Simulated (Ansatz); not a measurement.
# Al2O3: gradients and densities at the nuclei

Aim: the electric field gradients, contact densities and, where there is spin, contact fields at the nuclei of Al2O3, and how far they depend on positions and on the level of theory. The cell is a computed entry of the Materials Project. Planned: a single point, then r2SCAN, then a check of grid.

Computed with Ansatz 0.2.0 (DFT, PBE, plane-wave PAW, default files, scalar-relativistic, as far as a step names no other, unless a step's input says otherwise).

### Step 1. The starting structure

Symmetry: Pbcn, No. 60, orthorhombic system. The conventional cell has a = 7.090 Å, b = 4.847 Å, c = 4.985 Å, α = 90.00°, β = 90.00°, γ = 90.00°. Al (site symmetry 1) is surrounded by 6 O at 1.87 to 2.03 Å. O (site symmetry 1) has 4 Al at 1.89 to 2.03 Å as nearest neighbours. Around O (site symmetry 2) lie 4 Al at 1.87 to 1.97 Å.

As a file:

```
CELL_PARAMETERS angstrom
7.08994 0.00000 0.00000
0.00000 4.84693 0.00000
0.00000 0.00000 4.98540
ATOMIC_POSITIONS crystal
Al 0.39039 0.25215 0.03051
Al 0.60960 0.25215 0.46949
Al 0.10960 0.24785 0.53051
Al 0.89040 0.24785 0.96949
Al 0.60960 0.74785 0.96949
Al 0.39039 0.74785 0.53051
Al 0.89040 0.75215 0.46949
Al 0.10960 0.75215 0.03051
O 0.65400 0.10702 0.10198
O 0.34600 0.10702 0.39802
O 0.84600 0.39298 0.60198
O 0.15400 0.39298 0.89802
O 0.34600 0.89298 0.89802
O 0.65400 0.89298 0.60198
O 0.15400 0.60702 0.39802
O 0.84600 0.60702 0.10198
O 0.00000 0.04940 0.25000
O 0.50000 0.45060 0.75000
O 0.00000 0.95060 0.75000
O 0.50000 0.54940 0.25000
```

### Step 2. Gradients at the starting positions

Input file input.yaml:

```yaml
crystal:
  lattice:
    - [7.089941, 0.0, 0.0]
    - [0.0, 4.846933, 0.0]
    - [0.0, 0.0, 4.985404]
  atoms:
    - { symbol: Al, position: [0.390395, 0.252152, 0.030514] }
    - { symbol: Al, position: [0.609605, 0.252152, 0.469486] }
    - { symbol: Al, position: [0.109605, 0.247848, 0.530514] }
    - { symbol: Al, position: [0.890395, 0.247848, 0.969486] }
    - { symbol: Al, position: [0.609605, 0.747848, 0.969486] }
    - { symbol: Al, position: [0.390395, 0.747848, 0.530514] }
    - { symbol: Al, position: [0.890395, 0.752152, 0.469486] }
    - { symbol: Al, position: [0.109605, 0.752152, 0.030514] }
    - { symbol: O, position: [0.654002, 0.107021, 0.101976] }
    - { symbol: O, position: [0.345998, 0.107021, 0.398024] }
    - { symbol: O, position: [0.845998, 0.392979, 0.601976] }
    - { symbol: O, position: [0.154002, 0.392979, 0.898024] }
    - { symbol: O, position: [0.345998, 0.892979, 0.898024] }
    - { symbol: O, position: [0.654002, 0.892979, 0.601976] }
    - { symbol: O, position: [0.154002, 0.607021, 0.398024] }
    - { symbol: O, position: [0.845998, 0.607021, 0.101976] }
    - { symbol: O, position: [0.0, 0.049404, 0.25] }
    - { symbol: O, position: [0.5, 0.450596, 0.75] }
    - { symbol: O, position: [0.0, 0.950596, 0.75] }
    - { symbol: O, position: [0.5, 0.549404, 0.25] }
kpoints:
  mp_grid: { grid: [3, 5, 5] }
scf:
  occupations: { method: fermi_dirac, width: 0.02 }
hamiltonian:
  xc: pbe
  pseudopotentials: { kind: paw }
output:
  forces: true
  stress: true
  populations: true
  efg:
    quadrupole_moments_barn: { Al: 0.1466, O: -0.02558 }
    contact_densities: true
```

Started as:

```console
ansatz run input.yaml --threads 1 --pin off --max-ram 2560MiB --backend cpu --events-out ev --progress --plain --runs-dir out
```

The program printed:

```text
Warning: RAYON_NUM_THREADS=1 ignored (pool sized by the plan → 1); use --threads N
Engine: ansatz 0.2.0, x86_64-unknown-linux-gnu
Pseudopotentials: kind: paw
Pseudopotential: Al, paw, valence charge 3, recommended cutoff 420 eV (normal), Al.paw.azcp
Pseudopotential: O, paw, valence charge 6, recommended cutoff 420 eV (normal), O.paw.azcp
Functional definition: PBE
  parameter kappa = 0.804
  parameter beta = 0.06672455060314922
  exchange = pbe_x(kappa = kappa, mu = beta*pi^2/3)
  correlation = pbe_c(beta = beta)
Crystal: 20 atoms, lattice volume = 171.321 Å³
Basis set: ecut = 420 eV, 3351 PW (Γ), exchange–correlation on 96×72×72 points (8 copies of the dense FFT grid, shifted against one another)
Bands: 68, of which v1, the nominal top of the filled ones, is band 48 counted from 1 (47 counted from 0)
Symmetry: 8 space group operations
Space group: Pbcn (ITA 60), of the structure as read, at distance tolerance 5.6e-5 Å
k-points: 18 of 75
Non-local potential: Al, projectors of the file, l = 0: 2, l = 1: 2, l = 2: 1
Non-local potential: O, projectors of the file, l = 0: 2, l = 1: 2, l = 2: 1
PAW form: soft (Blöchl's): semilocal exchange-correlation on the pseudo side does not see the compensation charge
PAW one-centre angular grid: Al, 110 points (default); XC on 64 Gauss nodes
PAW one-centre angular grid: O, 110 points (default); XC on 64 Gauss nodes
Initial density: superposition of atomic densities (neutral atoms: chi_scale 0, normalization atom), corrected by the library's trained network
Initial wavefunctions: pseudopotential atomic-orbital guess
Functional: x = pbe(κ = 0.804, μ = 0.2195149727645171), c = pbe(β = 0.06672455060314922)
SCF iter   1: F=—  HF=-11137.349517 eV  |F-HF|=—  |Δ(HF+E_count)|=         —  Δρ=2.07e-3  dr2=4.25e-3  ethr=1.77e-3  ⟨swp⟩=6.6  Hψ=5615  notcnv=0  defer=94
preconditioner: auto → Resta (q_TF=auto, 2.477 Å⁻¹)  ε∞=3.7  [insulator: Δε(μ)=5.309 eV  Ē_g=16.842 eV  σ=0.020 eV  W_gap=1.00  n_scr=36 (ndim 8)  ℏωp=27.8 eV  f_vac=0.000  D(μ)=0.00/eV (n_scr^D=0)  ε∞_Penn≈3.7]
SCF iter   2: F=—  HF=-11137.351269 eV  |F-HF|=—  |Δ(HF+E_count)|=   1.75e-3  Δρ=1.07e-3  dr2=1.01e-3  ethr=4.43e-6  ⟨swp⟩=2.0  Hψ=2361  notcnv=0  defer=252
SCF iter   3: F=—  HF=-11137.352507 eV  |F-HF|=—  |Δ(HF+E_count)|=   1.24e-3  Δρ=3.47e-4  dr2=1.59e-4  ethr=1.06e-6  ⟨swp⟩=3.0  Hψ=2168  notcnv=0  defer=252
SCF iter   4: F=—  HF=-11137.352583 eV  |F-HF|=—  |Δ(HF+E_count)|=   7.66e-5  Δρ=8.82e-5  dr2=8.25e-6  ethr=1.66e-7  ⟨swp⟩=2.1  Hψ=1653  notcnv=0  defer=252
SCF iter   5: F=—  HF=-11137.352727 eV  |F-HF|=—  |Δ(HF+E_count)|=   1.44e-4  Δρ=3.38e-5  dr2=1.14e-6  ethr=8.59e-9  ⟨swp⟩=2.1  Hψ=1730  notcnv=0  defer=252
SCF iter   6: F=-11137.352728 eV  HF=-11137.352728 eV  |F-HF|=3.75e-8  |Δ(HF+E_count)|=   9.82e-7  Δρ=6.41e-6  dr2=4.66e-8  ethr=1.04e-10  ⟨swp⟩=12.2  Hψ=6779  notcnv=0
SCF 1 converged in 6 iterations: F = -11137.352728 eV  dr2 = 4.66e-8
SCF converged after 6 iterations
Free energy (F): -11137.352728 eV
Harris-Foulkes:  -11137.352728 eV  (|F-HF|=3.75e-8)
Internal energy: -11137.352728 eV  (E = F + TS)
E sigma→0 (E₀):  -11137.352728 eV
Fermi energy:    10.579304 eV
--- Per-component energies (eV) ---
  E_band       = 151.911939
  E_kinetic    = 2355.857973
  E_local      = -3900.048533  (includes V_loc(G=0)·N_el)
  E_nonlocal   = 646.292395
  E_hartree    = 1452.493769
  E_xc         = -1224.657402
  E_vxc        = -1391.071691  (∫ρ·V_xc dr)
  E_paw        = -5640.958706  (= ΣΔE_a)
  E_vpaw       = -464.140181  (= ΣTr[D̂ρ^β])
  E_aug_tail   = 0.030236  (compensation charges beyond the density's cutoff)
  E_ewald      = -4826.362459
  E_smearing   = -0.000000  (= −TS)
  E_closure    = -0.000000  (closes the sum)
  Σ components = -11137.352728   (vs F -11137.352728, Δ=0.00e0)
--- Forces (eV/Å), atoms counted from 1 ---
  atom   1  Al     0.00729804    -0.00137132     0.00236372
  atom   2  Al    -0.00729804    -0.00137132    -0.00236372
  atom   3  Al    -0.00729804     0.00137132     0.00236372
  atom   4  Al     0.00729804     0.00137132    -0.00236372
  atom   5  Al    -0.00729804     0.00137132    -0.00236372
  atom   6  Al     0.00729804     0.00137132     0.00236372
  atom   7  Al     0.00729804    -0.00137132    -0.00236372
  atom   8  Al    -0.00729804    -0.00137132     0.00236372
  atom   9  O     -0.00136933    -0.00382770    -0.00017437
  atom  10  O      0.00136933    -0.00382770     0.00017437
  atom  11  O      0.00136933     0.00382770    -0.00017437
  atom  12  O     -0.00136933     0.00382770     0.00017437
  atom  13  O      0.00136933     0.00382770     0.00017437
  atom  14  O     -0.00136933     0.00382770    -0.00017437
  atom  15  O     -0.00136933    -0.00382770     0.00017437
  atom  16  O      0.00136933    -0.00382770    -0.00017437
  atom  17  O      0.00000000     0.00339038     0.00000000
  atom  18  O      0.00000000    -0.00339038    -0.00000000
  atom  19  O      0.00000000    -0.00339038     0.00000000
  atom  20  O      0.00000000     0.00339038     0.00000000
  max |Σ_I F_I| component: 2.17e-18 eV/Å
--- Stress (GPa, compression-positive) ---
        0.157490       0.000000       0.000000
        0.000000       0.120494       0.000000
        0.000000       0.000000       0.221715
  P = ⅓ Tr σ = 0.1666 GPa (1.666 kbar)
--- PAW observables at the nuclei: V_zz in 10²¹ V/m², potentials from the cell's mean, atoms counted from 1 ---
  atom   1  Al V_zz =    +1.287589   η = 0.6802   by run symmetry: allowed   C_q = +4.5642 MHz
            electrostatic potential = -1231.202659 V   contact ρ = 10078.491296 e/Å³
  atom   2  Al V_zz =    +1.287589   η = 0.6802   by run symmetry: allowed   C_q = +4.5642 MHz
            electrostatic potential = -1231.202659 V   contact ρ = 10078.491296 e/Å³
  atom   3  Al V_zz =    +1.287589   η = 0.6802   by run symmetry: allowed   C_q = +4.5642 MHz
            electrostatic potential = -1231.202659 V   contact ρ = 10078.491296 e/Å³
  atom   4  Al V_zz =    +1.287589   η = 0.6802   by run symmetry: allowed   C_q = +4.5642 MHz
            electrostatic potential = -1231.202659 V   contact ρ = 10078.491296 e/Å³
  atom   5  Al V_zz =    +1.287589   η = 0.6802   by run symmetry: allowed   C_q = +4.5642 MHz
            electrostatic potential = -1231.202659 V   contact ρ = 10078.491296 e/Å³
  atom   6  Al V_zz =    +1.287589   η = 0.6802   by run symmetry: allowed   C_q = +4.5642 MHz
            electrostatic potential = -1231.202659 V   contact ρ = 10078.491296 e/Å³
  atom   7  Al V_zz =    +1.287589   η = 0.6802   by run symmetry: allowed   C_q = +4.5642 MHz
            electrostatic potential = -1231.202659 V   contact ρ = 10078.491296 e/Å³
  atom   8  Al V_zz =    +1.287589   η = 0.6802   by run symmetry: allowed   C_q = +4.5642 MHz
            electrostatic potential = -1231.202659 V   contact ρ = 10078.491296 e/Å³
  atom   9  O  V_zz =    -3.931941   η = 0.2182   by run symmetry: allowed   C_q = +2.4320 MHz
            electrostatic potential = -625.457091 V   contact ρ = 2154.975736 e/Å³
  atom  10  O  V_zz =    -3.931941   η = 0.2182   by run symmetry: allowed   C_q = +2.4320 MHz
            electrostatic potential = -625.457091 V   contact ρ = 2154.975736 e/Å³
  atom  11  O  V_zz =    -3.931941   η = 0.2182   by run symmetry: allowed   C_q = +2.4320 MHz
            electrostatic potential = -625.457091 V   contact ρ = 2154.975736 e/Å³
  atom  12  O  V_zz =    -3.931941   η = 0.2182   by run symmetry: allowed   C_q = +2.4320 MHz
            electrostatic potential = -625.457091 V   contact ρ = 2154.975736 e/Å³
  atom  13  O  V_zz =    -3.931941   η = 0.2182   by run symmetry: allowed   C_q = +2.4320 MHz
            electrostatic potential = -625.457091 V   contact ρ = 2154.975736 e/Å³
  atom  14  O  V_zz =    -3.931941   η = 0.2182   by run symmetry: allowed   C_q = +2.4320 MHz
            electrostatic potential = -625.457091 V   contact ρ = 2154.975736 e/Å³
  atom  15  O  V_zz =    -3.931941   η = 0.2182   by run symmetry: allowed   C_q = +2.4320 MHz
            electrostatic potential = -625.457091 V   contact ρ = 2154.975736 e/Å³
  atom  16  O  V_zz =    -3.931941   η = 0.2182   by run symmetry: allowed   C_q = +2.4320 MHz
            electrostatic potential = -625.457091 V   contact ρ = 2154.975736 e/Å³
  atom  17  O  V_zz =    -2.930625   η = 0.3001   by run symmetry: allowed   C_q = +1.8127 MHz
            electrostatic potential = -625.701005 V   contact ρ = 2154.725141 e/Å³
  atom  18  O  V_zz =    -2.930625   η = 0.3001   by run symmetry: allowed   C_q = +1.8127 MHz
            electrostatic potential = -625.701005 V   contact ρ = 2154.725141 e/Å³
  atom  19  O  V_zz =    -2.930625   η = 0.3001   by run symmetry: allowed   C_q = +1.8127 MHz
            electrostatic potential = -625.701005 V   contact ρ = 2154.725141 e/Å³
  atom  20  O  V_zz =    -2.930625   η = 0.3001   by run symmetry: allowed   C_q = +1.8127 MHz
            electrostatic potential = -625.701005 V   contact ρ = 2154.725141 e/Å³
--- Band table (eV; the first three rows and the last of 18) ---
  k-point 0: bands = ["-11.2595", "-10.1628", "-9.4375", "-9.1877", "-9.1264", "-8.9273", "-8.6769", "-8.5505", "-8.5310", "-8.4723", "-8.4387", "-8.1595", "1.7203", "1.7380", "1.7854", "1.7895", "2.7435", "2.9095", "2.9316", "3.0585", "3.2246", "3.2332", "3.4989", "3.6813", "3.7982", "3.9429", "4.7026", "5.2687", "5.3289", "5.6802", "5.7016", "5.9165", "5.9997", "6.0578", "6.3586", "6.4455", "6.8053", "6.8512", "7.1274", "7.1368", "7.1402", "7.3434", "7.3462", "7.3904", "7.4007", "7.7505", "7.7667", "7.9151", "13.2352", "16.2288", "16.4476", "16.8523", "17.4806", "17.5007", "17.8396", "18.4271", "18.4403", "18.5554", "18.9784", "19.0613", "19.0883", "19.9402", "20.0010", "20.0334", "20.0983", "20.2684", "20.6549", "20.7937"]
  k-point 1: bands = ["-11.1279", "-10.0498", "-9.5835", "-9.3632", "-9.0709", "-8.8310", "-8.8299", "-8.6204", "-8.5887", "-8.4478", "-8.3428", "-8.1949", "1.6720", "1.7239", "2.0661", "2.2741", "2.4016", "2.8682", "2.9786", "3.0923", "3.1933", "3.2769", "3.5810", "3.7040", "4.1528", "4.2672", "4.7432", "5.0196", "5.3489", "5.5781", "5.8500", "5.8987", "5.9939", "6.0602", "6.0792", "6.4581", "6.6243", "6.7554", "6.8558", "6.8716", "7.0792", "7.1901", "7.3581", "7.3991", "7.5275", "7.6032", "7.7365", "7.8514", "13.8424", "16.4488", "16.6468", "16.6530", "17.0774", "17.5958", "17.8065", "17.9646", "18.5096", "18.8489", "18.9604", "18.9656", "19.3049", "19.5991", "19.6955", "19.9921", "20.3062", "20.4663", "20.5358", "20.8181"]
  k-point 2: bands = ["-10.7523", "-10.1959", "-9.7332", "-9.2849", "-9.1682", "-8.9398", "-8.9239", "-8.7390", "-8.4744", "-8.3891", "-8.3357", "-8.3067", "1.6460", "1.9099", "2.0096", "2.5171", "2.6225", "2.9275", "3.2039", "3.2057", "3.3601", "3.5102", "3.7128", "4.2254", "4.3315", "4.7491", "4.7749", "4.8349", "5.0227", "5.1088", "5.3988", "5.4118", "5.8032", "6.0452", "6.3440", "6.3910", "6.4998", "6.5544", "6.5666", "6.8054", "6.8425", "6.8711", "7.2521", "7.3786", "7.6215", "7.6560", "7.7576", "7.8114", "15.1118", "16.2895", "16.4151", "16.6969", "16.9317", "16.9819", "18.1111", "18.1188", "18.4565", "18.6635", "19.1601", "19.2457", "19.5292", "19.5399", "19.5613", "19.9405", "20.0213", "20.0854", "20.5631", "20.6244"]
  k-point 17: bands = ["-10.1396", "-9.8117", "-9.7036", "-9.6410", "-9.2994", "-9.2500", "-9.1702", "-8.9901", "-8.4846", "-8.4214", "-8.3668", "-8.2842", "1.9353", "1.9857", "2.1348", "2.2324", "2.8619", "2.9429", "3.0839", "3.3463", "3.6806", "3.7875", "4.0521", "4.1303", "4.2704", "4.4035", "4.7430", "4.7613", "5.3214", "5.4145", "5.4878", "5.6967", "6.0067", "6.0679", "6.2496", "6.2912", "6.3521", "6.5249", "6.5454", "6.7520", "6.8982", "6.9848", "7.1110", "7.1962", "7.2931", "7.4958", "7.5562", "7.6262", "16.3206", "16.5115", "16.6805", "16.7467", "16.9476", "17.0272", "17.4892", "17.6053", "17.9136", "17.9694", "18.1972", "18.2448", "18.8287", "19.0392", "19.4341", "19.5006", "20.5973", "20.8168", "20.9724", "21.1536"]
--- Löwdin populations: 20 sites ---
  site symbol       q [e]
     0     Al      1.7308
     1     Al      1.7308
     2     Al      1.7308
     3     Al      1.7308
     4     Al      1.7308
     5     Al      1.7308
     6     Al      1.7308
     7     Al      1.7308
     8      O      6.7796
     9      O      6.7796
    10      O      6.7796
    11      O      6.7796
    12      O      6.7796
    13      O      6.7796
    14      O      6.7796
    15      O      6.7796
    16      O      6.7958
    17      O      6.7958
    18      O      6.7958
    19      O      6.7958
  spilling = 0.007647 (of n_electrons = 96.000000)
```

Run time: 8.4 s. Hardware: 1 thread of an x86-64 CPU, shared host; peak memory 0.61 GiB.

State: gap on the mesh 5.32 eV, largest force 0.008 eV/Å, pressure 0.2 GPa.

The printed gradients, by site:

| site | atoms | first shell | V_zz (10²¹ V/m²) | η | C_Q (MHz) |
| --- | --- | --- | --- | --- | --- |
| Al | 1, 2, 3, 4, … | 6 O at 1.87–2.03 Å | 1.29 | 0.68 | 4.56 (²⁷Al) |
| O9 | 9, 10, 11, 12, … | 4 Al at 1.89–2.03 Å; also 4 Al at 3.02–3.33 Å | -3.93 | 0.22 | 2.43 (¹⁷O) |
| O17 | 17, 18, 19, 20 | 4 Al at 1.87–1.97 Å; also 2 Al at 3.13 Å | -2.93 | 0.30 | 1.81 (¹⁷O) |

C_Q = eQV_zz/h, which is 24.18 MHz for Q = 1 b and V_zz = 10²¹ V/m²; η = (V_xx − V_yy)/V_zz. Q values from Pyykkö, Mol. Phys. 116, 1328 (2018).

Direction of the V_zz axis (Cartesian unit vector):

```csv
site,atom,x,y,z
Al,1,0.80,-0.44,-0.40
O9,9,0.44,-0.63,0.64
O17,17,1.00,0.00,0.06
```

(Part 1 of 3 ends here.)
